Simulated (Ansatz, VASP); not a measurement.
# BN in two plane-wave programs, part 2 of 2

One calculation is typed for both programs; each brings its own data sets. How far apart do they land? The cell is taken from a series of runs on this material, whose earlier steps may have relaxed, scaled, displaced or heated it; both programs get it as it stands.

VASP 6.6.1 and Ansatz 0.2.0.

So far: The starting structure; VASP: dielectric response, PBEsol.

### Step 3. Ansatz: dielectric response, PBEsol

Level of this step: Ansatz beside VASP: Kohn-Sham DFT, plane waves, PBEsol (Ansatz).

Ansatz runs on its default PAW (the set named soft_2) files.

The same cell, functional and mesh now go to Ansatz, which takes its cutoff from its data sets.

input.yaml reads:

```yaml
crystal:
  lattice:
    - [2.50399, 0.0, 0.0]
    - [-1.251995, 2.1685189508, 0.0]
    - [0.0, 0.0, 6.6612]
  atoms:
    - { symbol: B, position: [0.3333333333, 0.6666666667, 0.25] }
    - { symbol: B, position: [0.6666666667, 0.3333333333, 0.75] }
    - { symbol: "N", position: [0.3333333333, 0.6666666667, 0.75] }
    - { symbol: "N", position: [0.6666666667, 0.3333333333, 0.25] }
kpoints:
  mp_grid: { grid: [9, 9, 4] }
hamiltonian:
  xc: pbesol
scf:
  occupations: { method: fixed }
dielectric: {}
```

Started as:

```
$ ansatz run input.yaml --threads 2 --pin off --max-ram 92160MiB --backend cuda --devices 1 --max-vram 13GiB --events-out ev --progress --plain --runs-dir out
```

Numbers of over 12 decimals in the logs are rounded to 6 here.

What it wrote:

```text
GPUs: using 1 of 1 available (devices: 1).
Engine: ansatz 0.2.0, x86_64-unknown-linux-gnu
Pseudopotentials: kind: paw
Pseudopotential: B, paw, valence charge 3, recommended cutoff 420 eV (normal), B.paw.azcp
Pseudopotential: N, paw, valence charge 5, recommended cutoff 420 eV (normal), N.paw.azcp
Functional definition: PBEsol
  exchange = pbesol_x
  correlation = pbesol_c
device memory: the entry about to start is reckoned to put 0.9 GiB on a device that reports 56.4 GiB free (of which the cap on the GPU budget leaves the run 13.0 GiB)
GPU FFT provider: cuFFT
GPU libraries: cuBLAS 13.8.2, cuFFT 12.4.0, cuSOLVER 12.3.4
Crystal: 4 atoms, lattice volume = 36.170 Å³
Basis set: ecut = 420 eV, 713 PW (Γ), exchange–correlation on 36×36×96 points (8 copies of the dense FFT grid, shifted against one another)
Bands: 12, of which v1, the nominal top of the filled ones, is band 8 counted from 1 (7 counted from 0)
Symmetry: 24 space group operations
k-points: 95 of 324 (irreducible under 2 space group operations, time reversal used)
Non-local potential: B, projectors of the file, l = 0: 2, l = 1: 2, l = 2: 1
Non-local potential: N, projectors of the file, l = 0: 2, l = 1: 2, l = 2: 1
PAW form: soft (Blöchl's): semilocal exchange-correlation on the pseudo side does not see the compensation charge
PAW frozen core: B, regenerated for the run's functional, and the local potential with it (the file was generated under x = pbe(κ = 0.804, μ = 0.219515), c = pbe(β = 0.066725))
PAW frozen core: N, regenerated for the run's functional, and the local potential with it (the file was generated under x = pbe(κ = 0.804, μ = 0.219515), c = pbe(β = 0.066725))
PAW one-centre angular grid: B, 110 points (default); XC on 64 Gauss nodes
PAW one-centre angular grid: N, 110 points (default); XC on 64 Gauss nodes
Initial density: superposition of atomic densities (neutral atoms: chi_scale 0, normalization atom), corrected by the library's trained network
Initial wavefunctions: pseudopotential atomic-orbital guess
GPU buffer pool allocated for 15552 grid points (all kernels)
GPU transforms: local potential and band sums: pruned to the plane-wave sphere, on 18×18×45
Functional: x = pbesol(κ = 0.804, μ = 0.123457), c = pbesol(β = 0.046)
SCF iter   1: F=—  HF=-1067.560571 eV  |F-HF|=—  |Δ(HF+E_count)|=         —  Δρ=8.63e-3  dr2=2.42e-2  ethr=1.77e-3  ⟨swp⟩=5.0  Hψ=6239  notcnv=0  defer=169
preconditioner: auto → none  [insulator: Δε(μ)=4.209 eV  Ē_g=15.667 eV  n_scr=4 (ndim 8)  ℏωp=24.7 eV  f_vac=0.024  ε∞_Penn≈3.5]
SCF iter   2: F=—  HF=-1067.554716 eV  |F-HF|=—  |Δ(HF+E_count)|=   5.85e-3  Δρ=3.04e-3  dr2=2.33e-3  ethr=1.52e-4  ⟨swp⟩=2.7  Hψ=2754  notcnv=0  defer=190
SCF iter   3: F=—  HF=-1067.554162 eV  |F-HF|=—  |Δ(HF+E_count)|=   5.53e-4  Δρ=8.44e-4  dr2=1.60e-4  ethr=1.45e-5  ⟨swp⟩=2.0  Hψ=1929  notcnv=0  defer=190
SCF iter   4: F=—  HF=-1067.554246 eV  |F-HF|=—  |Δ(HF+E_count)|=   8.35e-5  Δρ=1.34e-4  dr2=3.21e-6  ethr=1.00e-6  ⟨swp⟩=2.7  Hψ=2064  notcnv=0  defer=190
SCF iter   5: F=—  HF=-1067.554254 eV  |F-HF|=—  |Δ(HF+E_count)|=   8.54e-6  Δρ=1.79e-5  dr2=5.87e-8  ethr=2.01e-8  ⟨swp⟩=2.1  Hψ=1752  notcnv=0  defer=16
SCF iter   6: F=—  HF=-1067.554255 eV  |F-HF|=—  |Δ(HF+E_count)|=   6.38e-8  Δρ=1.41e-6  dr2=3.70e-10  ethr=3.67e-10  ⟨swp⟩=2.0  Hψ=1846  notcnv=0  defer=18
SCF iter   7: F=-1067.554255 eV  HF=-1067.554255 eV  |F-HF|=5.00e-12  |Δ(HF+E_count)|=   1.61e-9  Δρ=1.51e-7  dr2=5.15e-12  ethr=1.00e-12  ⟨swp⟩=4.9  Hψ=4716  notcnv=0
SCF 1 converged in 7 iterations: F = -1067.554255 eV  dr2 = 5.15e-12
  greatest PAW one-centre occupation: 0.795 electrons in one spin orbital (limit 2), on the N atom at site 3 (counted from 0), in its partial waves of l = 0
the response reads at least the filled bands of the reference SCF and the lowest empty band at each k-point, and that SCF's band table does not vouch for those bands. The notice of the band table in this run's record says why
device memory: the entry about to start is reckoned to put 0.3 GiB on a device that reports 61.1 GiB free (of which the cap on the GPU budget leaves the run 13.0 GiB)
NSCF: frozen V_eff on 1 k-points
device memory: the entry about to start is reckoned to put 0.3 GiB on a device that reports 61.1 GiB free (of which the cap on the GPU budget leaves the run 13.0 GiB)
NSCF: frozen V_eff on 1 k-points
device memory: the entry about to start is reckoned to put 0.3 GiB on a device that reports 61.1 GiB free (of which the cap on the GPU budget leaves the run 13.0 GiB)
NSCF: frozen V_eff on 1 k-points
device memory: the entry about to start is reckoned to put 0.3 GiB on a device that reports 61.1 GiB free (of which the cap on the GPU budget leaves the run 13.0 GiB)
NSCF: frozen V_eff on 1 k-points
device memory: the entry about to start is reckoned to put 0.1 GiB on a device that reports 61.2 GiB free (of which the cap on the GPU budget leaves the run 13.0 GiB)
device memory: the entry about to start is reckoned to put 0.6 GiB on a device that reports 61.5 GiB free (of which the cap on the GPU budget leaves the run 13.0 GiB)
DFPT response loops at Γ: preconditioner auto → Resta (q_TF=auto, 2.382 Å⁻¹)  ε∞=3.7 (no band partly filled); β = 1.00, the filter's whole step (`scf.mixing.beta` (0.50) is not read by the response loops at its default; to damp them type it under 1.00, their step now; it binds the ground state too); Broyden in place of MSR1
── the response to a field inside a basis, on 10×10×4 k-points: an SCF that follows is theirs, and a resumed run solves both again ──
device memory: the entry about to start is reckoned to put 0.2 GiB on a device that reports 65.3 GiB free (of which the cap on the GPU budget leaves the run 13.0 GiB)
GPU FFT provider: cuFFT
GPU libraries: cuBLAS 13.8.2, cuFFT 12.4.0, cuSOLVER 12.3.4
Bands: 9, of which v1, the nominal top of the filled ones, is band 8 counted from 1 (7 counted from 0)
k-points: 60 of 400 (irreducible under 8 space group operations)
Initial density: handed on by an earlier stage of this run
Initial wavefunctions: pseudopotential atomic-orbital guess (no wavefunctions were taken with the density)
GPU buffer pool allocated for 15552 grid points (all kernels)
GPU transforms: band sums: pruned to the plane-wave sphere, on 18×18×45
Eigensolver: Dense (60 Hₖ)
SCF iter   1: F=—  HF=-1067.558920 eV  |F-HF|=—  |Δ(HF+E_count)|=         —  Δρ=4.07e-4  dr2=8.45e-6  ethr=1.00e-1
preconditioner: auto → none  [insulator: Δε(μ)=4.287 eV  Ē_g=13.120 eV  n_scr=4 (ndim 8)  ℏωp=24.7 eV  f_vac=0.018  ε∞_Penn≈4.5]
SCF iter   2: F=—  HF=-1067.558925 eV  |F-HF|=—  |Δ(HF+E_count)|=   4.48e-6  Δρ=1.93e-4  dr2=2.14e-6  ethr=5.28e-8
SCF iter   3: F=—  HF=-1067.558927 eV  |F-HF|=—  |Δ(HF+E_count)|=   2.03e-6  Δρ=6.51e-5  dr2=6.97e-7  ethr=1.33e-8
SCF iter   4: F=-1067.558927 eV  HF=-1067.558927 eV  |F-HF|=1.37e-9  |Δ(HF+E_count)|=   9.15e-8  Δρ=5.90e-6  dr2=4.13e-9  ethr=4.35e-9
SCF 1 converged in 4 iterations: F = -1067.558927 eV  dr2 = 4.13e-9
device memory: the entry about to start is reckoned to put 0.1 GiB on a device that reports 66.2 GiB free (of which the cap on the GPU budget leaves the run 13.0 GiB)
device memory: the entry about to start is reckoned to put 0.8 GiB on a device that reports 63.8 GiB free (of which the cap on the GPU budget leaves the run 12.9 GiB)
DFPT response loops at Γ: mixed as the last ones told, above
SCF converged after 7 iterations
Free energy (F): -1067.554255 eV
Harris-Foulkes:  -1067.554255 eV  (|F-HF|=5.00e-12)
Internal energy: -1067.554255 eV  (E = F + TS)
E sigma→0 (E₀):  -1067.554255 eV
Fermi energy:    4.624375 eV
--- Per-component energies (eV) ---
  E_band       = -39.721418
  E_kinetic    = 365.570755
  E_local      = -694.072198  (includes V_loc(G=0)·N_el)
  E_nonlocal   = 116.003113
  E_hartree    = 223.046518
  E_xc         = -182.452920
  E_vxc        = -227.364310  (∫ρ·V_xc dr)
  E_paw        = -397.860116  (= ΣΔE_a)
  E_vpaw       = -45.952066  (= ΣTr[D̂ρ^β])
  E_aug_tail   = 0.000197  (compensation charges beyond the density's cutoff)
  E_ewald      = -497.875223
  E_core_change = 0.085620  (= ΣΔE_core)
  E_smearing   = -0.000000  (= −TS)
  E_closure    = 0.000000  (closes the sum)
  Σ components = -1067.554255   (vs F -1067.554255, Δ=0.00e0)
--- Band table (eV; the first three rows and the last of 95) ---
  k-point 0: bands = [... 4 lower, 3.3195, 3.3195, 3.3548, 3.3548, 9.6641, 14.7651, 16.1523, 16.1523]
  k-point 1: bands = [... 4 lower, 3.3249, 3.3249, 3.3503, 3.3503, 10.3698, 13.8616, 16.1701, 16.1701]
  k-point 2: bands = [... 4 lower, 3.3374, 3.3374, 3.3374, 3.3374, 12.0478, 12.0478, 16.2130, 16.2130]
  k-point 94: bands = [... 4 lower, -0.6066, -0.6066, 2.7732, 2.7732, 11.0291, 11.0291, 16.0907, 16.0907]
--- Dielectric response (ions clamped): 3 representative field directions + reference, inside a basis on a mesh of 400 k-points (Σ response iterations 12) ---
  ε∞ (high-frequency dielectric tensor):
        4.797899     0.000000     0.000000
        0.000000     4.797899    -0.000000
        0.000000    -0.000000     2.727468
  Born effective charges Z* (e; rows j = field, columns β = displacement):
    site 0:
         2.71287    0.00000    0.00000
         0.00000    2.71287   -0.00000
         0.00000   -0.00000    0.74111
    site 1:
         2.71287   -0.00000    0.00000
        -0.00000    2.71287   -0.00000
         0.00000   -0.00000    0.74111
    site 2:
        -2.71287    0.00000   -0.00000
         0.00000   -2.71287    0.00000
        -0.00000    0.00000   -0.74111
    site 3:
        -2.71287    0.00000   -0.00000
         0.00000   -2.71287    0.00000
        -0.00000    0.00000   -0.74111
  Z* charge neutrality: 1.578e-3 e pre-enforcement
  solved inside a basis spanned on kpoints, on 10×10×4 k-points, its susceptibility summed on 18×18×6: ε∞ is read to err by 1.3e-2, Z* by 1.0e-2 e (field_mesh: kpoints solves on kpoints); Z* is corrected for what the basis lacks
```

### Step 4. Differences

Known differences besides the potentials themselves: fixed occupations in Ansatz, narrow Gaussian smearing in VASP; VASP's response is taken on the typed mesh, Ansatz refines its own for the field response alone; the cutoff is 420 eV in Ansatz and 520 eV in VASP; Ansatz makes its cores anew for this functional, VASP keeps those of its PBE data sets. Total energies have different zeros and are not compared.

Compared:

```
                                    quantity  Ansatz   VASP  difference
                                       ε∞ xx    4.80   4.80     -0.11 %
                                       ε∞ yy    4.80   4.80     -0.11 %
                                       ε∞ zz    2.73   2.73     -0.04 %
Born charge of B1 (mean of the diagonal) (e)    2.06   2.05        0.00
Born charge of N3 (mean of the diagonal) (e)   -2.06  -2.05        0.00
```

### Step 5. Outcome

| Item | Value |
| --- | --- |
| difference in ε∞ xx (dielectric response, PBEsol) | -0.11 % |

The difference in ε∞ xx is -0.11 % (dielectric response, PBEsol), within the 5 % picked in this series as the mark of a large difference. How closely two codes agree says nothing of how well the functional describes the real material.

[Lines on the potential files, build, host, timing and source positions are cut from VASP's logs without a mark.]

[Logs are printed without paths, hosts, clocks, repeated set-up lines and the standing remarks that a program may print on its own settings, such as how far it seeks lower states.]

[Hosts, paths, dates, database ids (printed as entryN), source tags and the programs' standing remarks are cut or masked in the printed files.]
